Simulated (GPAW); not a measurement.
# BAs (Pm-3m) in GPAW: convergence with convergence criteria

Aim: find how far convergence criteria must go before the results for BAs settle, at RPBE. This setting moves, with any that are tied to it; all else stays.

Program: GPAW 26.7.0. These are calculated values, not measurements. Logs are shortened: lines on timing, memory, paths and dates and some standing lists are left out, and cuts for length are marked. The log counts tension as positive stress, the text compression.

## (1) The crystal as given

Symmetry: Pm-3m, No. 221, cubic system. The conventional cell has a = 2.934 Å, b = 2.934 Å, c = 2.934 Å, α = 90.00°, β = 90.00°, γ = 90.00°. B (site symmetry m-3m) is surrounded by 8 As at 2.54 Å. As (site symmetry m-3m) is surrounded by 8 B at 2.54 Å.

The cell was built by a generator and needn't be a form met in nature.

## (2) With convergence criteria density=0.001 energy=0.01 eigenstates=0.0001

run.py reads:

```python
from ase.dft.bandgap import bandgap
from ase.io import read, write
from ase.units import GPa
from gpaw import GPAW, PW

atoms = read('POSCAR')

calc = GPAW(mode=PW(800),
            xc='RPBE',
            kpts={'size': (9, 9, 9), 'gamma': True},
            occupations={'name': 'fermi-dirac', 'width': 0.05},
            nbands=11,
            convergence={'density': 0.001, 'energy': 0.01, 'eigenstates': 0.0001},
            maxiter=100,
            txt='gpaw.txt')
atoms.calc = calc
energy = atoms.get_potential_energy()
forces = atoms.get_forces()
stress = atoms.get_stress()
calc.write('gs.gpw')
write('result.traj', atoms)
print(f'Energy: {energy:.6f} eV')
print('Forces (eV/A):')
print(forces.round(4))
print('Stress (GPa):', (stress / GPa).round(3))
print('Fermi level:', round(calc.get_fermi_level(), 4), 'eV')
print(f'Gap: {bandgap(calc)[0]:.4f} eV, direct: {bandgap(calc, direct=True)[0]:.4f} eV')
```

POSCAR reads:

```
BAs
1.0
    2.9343700000      0.0000000000      0.0000000000
    0.0000000000      2.9343700000      0.0000000000
    0.0000000000      0.0000000000      2.9343700000
B As
1 1
Direct
    0.5000000000      0.5000000000      0.5000000000
    0.0000000000      0.0000000000      0.0000000000
```

Potentials or basis: the program's PAW data sets (release 1.2.1) made for this functional, pw.

Command:

```sh
$ OMP_NUM_THREADS=1 python run.py
```

Wall time 7.3 s (1 thread of Arm Neoverse V1, shared host); peak memory 0.14 GiB.

What came out:

```yaml
Free_energy: -7.5926 eV
Pressure: 2.1 GPa
Band_gap_on_the_k_mesh: none (metal or under the smearing width)
```

## (3) With convergence criteria default

Changes to run.py since step 2:

```diff
@@ -12,3 +12,2 @@
             nbands=11,
-            convergence={'density': 0.001, 'energy': 0.01, 'eigenstates': 0.0001},
             maxiter=100,
```

POSCAR is that of step 2.

Potentials or basis: the program's PAW data sets (release 1.2.1) made for this functional, pw.

Command:

```sh
$ OMP_NUM_THREADS=1 python run.py
```

Wall time 8.7 s (1 thread of Arm Neoverse V1, shared host); peak memory 0.14 GiB.

The run converged. Its results:

| Item | Value |
| --- | --- |
| Free energy | -7.5926 eV |
| Pressure | 2.1 GPa |
| Band gap on the k mesh | none (metal or under the smearing width) |

## (4) With convergence criteria density=1e-05 energy=1e-05

Changes to run.py since step 3:

```diff
@@ -12,2 +12,3 @@
             nbands=11,
+            convergence={'density': 1e-05, 'energy': 1e-05},
             maxiter=100,
```

POSCAR is that of step 3.

Command:

```sh
$ OMP_NUM_THREADS=1 python run.py
```

It took 9.3 s on 1 thread of Arm Neoverse V1, shared host; peak memory 0.14 GiB.

The run converged. Its results:

```
Free energy            : -7.5926 eV
Pressure               : 2.1 GPa
Band gap on the k mesh : none (metal or under the smearing width)
```

## (5) With convergence criteria density=1e-05 forces=0.0001

Changes to run.py since step 4:

```diff
@@ -12,3 +12,3 @@
             nbands=11,
-            convergence={'density': 1e-05, 'energy': 1e-05},
+            convergence={'density': 1e-05, 'forces': 0.0001},
             maxiter=100,
```

POSCAR is that of step 4.

Command:

```sh
$ OMP_NUM_THREADS=1 python run.py
```

Run time: 9.7 s. Hardware: 1 thread of Arm Neoverse V1, shared host; peak memory 0.14 GiB.

It converged, with:

```yaml
Free_energy: -7.5926 eV
Pressure: 2.1 GPa
Band_gap_on_the_k_mesh: none (metal or under the smearing width)
```

## (6) With convergence criteria density=1e-06 energy=1e-06 eigenstates=1e-10

Changes to run.py since step 5:

```diff
@@ -12,3 +12,3 @@
             nbands=11,
-            convergence={'density': 1e-05, 'forces': 0.0001},
+            convergence={'density': 1e-06, 'energy': 1e-06, 'eigenstates': 1e-10},
             maxiter=100,
```

POSCAR is that of step 5.

Potentials or basis: the program's PAW data sets (release 1.2.1) made for this functional, pw.

Command:

```sh
$ OMP_NUM_THREADS=1 python run.py
```

gpaw.txt:

```text
__  _  _
 | _ |_)|_||  |
 |__||  | ||/\| - 26.7.0

Input parameters:
  mode=PW(ecut=800.0),
  convergence={'density': 1e-06, 'energy': 1e-06, 'eigenstates': 1e-10},
  kpts=MonkhorstPack(size=(9, 9, 9), gamma=True),
  maxiter=100,
  nbands=11,
  occupations=Occupations(name='fermi-dirac', width=0.05),
  xc=XC(name='RPBE')

Diagonalizing LCAO Hamiltonian
Converting LCAO to pw mode
   .------.
  /|      |
 * |      |
 | | B    |
 | .------.
 |/      /
 As-----*

Atoms  # Å, Bohr magnetons
|   | symbol |        x |        y |        z |    initial magnetic moments |
|---|--------|----------|----------|----------|-----------------------------|
| 0 |      B | 1.467185 | 1.467185 | 1.467185 | ( 0.0000,  0.0000,  0.0000) |
| 1 |     As | 0.000000 | 0.000000 | 0.000000 | ( 0.0000,  0.0000,  0.0000) |

Unit cell  # Å
| periodic |        x |        y |        z |  lengths |    angles |
|----------|----------|----------|----------|----------|-----------|
|      yes | 2.934370 | 0.000000 | 0.000000 | 2.934370 | 90.000000 |
|      yes | 0.000000 | 2.934370 | 0.000000 | 2.934370 | 90.000000 |
|      yes | 0.000000 | 0.000000 | 2.934370 | 2.934370 | 90.000000 |

Number of symmetries: 48
Symmetry operations  # r_c * U_cc + t_c -> r_c
|    | kind |            matrix            |
|----|------|------------------------------|
|  0 |  E   |  1, 0, 0,  0, 1, 0,  0, 0, 1 |
|  1 |  σ   |  1, 0, 0,  0, 1, 0,  0, 0,-1 |
|  2 |  σ   |  1, 0, 0,  0, 0, 1,  0, 1, 0 |
|  3 |  C4  |  1, 0, 0,  0, 0, 1,  0,-1, 0 |
|  4 |  C4  |  1, 0, 0,  0, 0,-1,  0, 1, 0 |
|  5 |  σ   |  1, 0, 0,  0, 0,-1,  0,-1, 0 |
|  6 |  σ   |  1, 0, 0,  0,-1, 0,  0, 0, 1 |
|  7 |  C2  |  1, 0, 0,  0,-1, 0,  0, 0,-1 |
|  8 |  σ   |  0, 1, 0,  1, 0, 0,  0, 0, 1 |
|  9 |  C2  |  0, 1, 0,  1, 0, 0,  0, 0,-1 |
| 10 |  C3  |  0, 1, 0,  0, 0, 1,  1, 0, 0 |
| 11 |  S6  |  0, 1, 0,  0, 0, 1, -1, 0, 0 |
| 12 |  S6  |  0, 1, 0,  0, 0,-1,  1, 0, 0 |
| 13 |  C3  |  0, 1, 0,  0, 0,-1, -1, 0, 0 |
| 14 |  C4  |  0, 1, 0, -1, 0, 0,  0, 0, 1 |
| 15 |  S4  |  0, 1, 0, -1, 0, 0,  0, 0,-1 |
| 16 |  C3  |  0, 0, 1,  1, 0, 0,  0, 1, 0 |
| 17 |  S6  |  0, 0, 1,  1, 0, 0,  0,-1, 0 |
[... 138 lines left out ...]
  SVD Regularization: 0.005
  Good broyden scale: 1.0
  Trust region scale: 1.0
  Backstep threshold: 4.0
  History deletion threshold: 6.0
  Fourier metric: weight=20.0, sigma=0.015

occupation numbers:
  Fermi-Dirac:
    width: 0.0500  # eV

poisson solver:
  ecut: 6400.0  # eV

xc functional:
  name: RPBE with 2 nearest neighbor stencil

convergence criteria:
- Maximum integral of absolute [dens]ity change: 1e-06 electrons / valence electron
- Maximum [total energy] change in last 3 cyles: 1e-06 eV / valence electron
- Maximum integral of absolute [eigenst]ate change: 1e-10 eV^2 / valence electron
maximum number of iterations: 100

SCF iterations
|iter     | |      energy | eigst |  dens |
|---------|-|-------------|-------|-------|
|iter:   1| |   -7.729302 | -0.27 |       |
|iter:   2| |   -7.698548 | -2.54 | -1.08 |
|iter:   3| |   -7.588204 | -2.66 | -1.13 |
|iter:   4| |   -7.587887 | -4.50 | -1.90 |
|iter:   5| |   -7.587832 | -4.76 | -2.24 |
|iter:   6| |   -7.587835 | -6.46 | -3.29 |
|iter:   7| |   -7.587836c| -7.20 | -3.73 |
|iter:   8| |   -7.587836c| -9.78 | -4.87 |
|iter:   9| |   -7.587836c|-10.59c| -5.38 |
|iter:  10| |   -7.587836c|-11.67c| -6.53c|

Converged in 10 steps
Energy contributions relative to reference atoms: (reference = -62180.162683)

Energy contributions:
  Kinetic:           9.324641
  Coulomb:          -7.228481
  Zero:             -0.002662
  External:          0.000000
  Xc:               -9.676538
  Entropy:          -0.009592
  Spinorbit:         0.000000
  ----------------------------
  Free energy:      -7.592632
  Extrapolated:     -7.587836

dipole moment: (-9.748987, -9.748987, -9.748987)  # |e|*Ang

Fermi level: 9.177
Eigenvalues  # (at kpt = [0.000, 0.000, 0.000])
| band index |      eig [eV] | occ [0-2] |
|------------|---------------|-----------|
|          0 |        -6.470 |     2.000 |
|          1 |         8.460 |     2.000 |
|          2 |         8.460 |     2.000 |
|          3 |         8.460 |     2.000 |
|          4 |         9.066 |     1.804 |
|          5 |        14.919 |     0.000 |
|          6 |        14.919 |     0.000 |
|          7 |        18.694 |     0.000 |
|          8 |        18.694 |     0.000 |
|          9 |        18.694 |     0.000 |
|         10 |        28.415 |     0.000 |

No gap
No difference between direct/indirect transitions

Forces  # eV/Ang
|        x |        y |        z |
|----------|----------|----------|
| -0.00000 | -0.00000 | -0.00000 |  # B    0
|  0.00000 |  0.00000 |  0.00000 |  # As   1

Stress tensor  # eV/Ang^3
|         x |         y |         z |
|-----------|-----------|-----------|
| -0.013221 |  0.000000 |  0.000000 |
|  0.000000 | -0.013221 |  0.000000 |
|  0.000000 |  0.000000 | -0.013221 |

# Writing to gs.gpw (mode='')
```

stdout:

```text
Energy: -7.587836 eV
Forces (eV/A):
[[-0. -0. -0.]
 [ 0.  0.  0.]]
Stress (GPa): [-2.118 -2.118 -2.118  0.     0.     0.   ]
Fermi level: 9.1769 eV
Gap: 0.0000 eV, direct: 0.0000 eV
```

Run time: 10 s. Hardware: 1 thread of Arm Neoverse V1, shared host; peak memory 0.14 GiB.

What came out:

```yaml
Free_energy: -7.5926 eV
Pressure: 2.1 GPa
Band_gap_on_the_k_mesh: none (metal or under the smearing width)
```

## (7) The series at a glance

| convergence criteria | energy less the tightest run, at zero smearing (meV/atom) | SCF cycles | CPU time (s) | peak memory (GiB) |
| --- | --- | --- | --- | --- |
| density=0.001 energy=0.01 eigenstates=0.0001 | 0.00 | 6 | 7.3 | 0.14 |
| default | 0.00 | 8 | 8.7 | 0.14 |
| density=1e-05 energy=1e-05 | 0.00 | 9 | 9.3 | 0.14 |
| density=1e-05 forces=0.0001 | 0.00 | 10 | 9.7 | 0.14 |
| density=1e-06 energy=1e-06 eigenstates=1e-10 | 0.00 | 10 | 10 | 0.14 |

Against the tightest run, the energy stays within 1 meV/atom from density=0.001 energy=0.01 eigenstates=0.0001 on. The tightest run that finished is the yardstick and may itself not be fully converged.
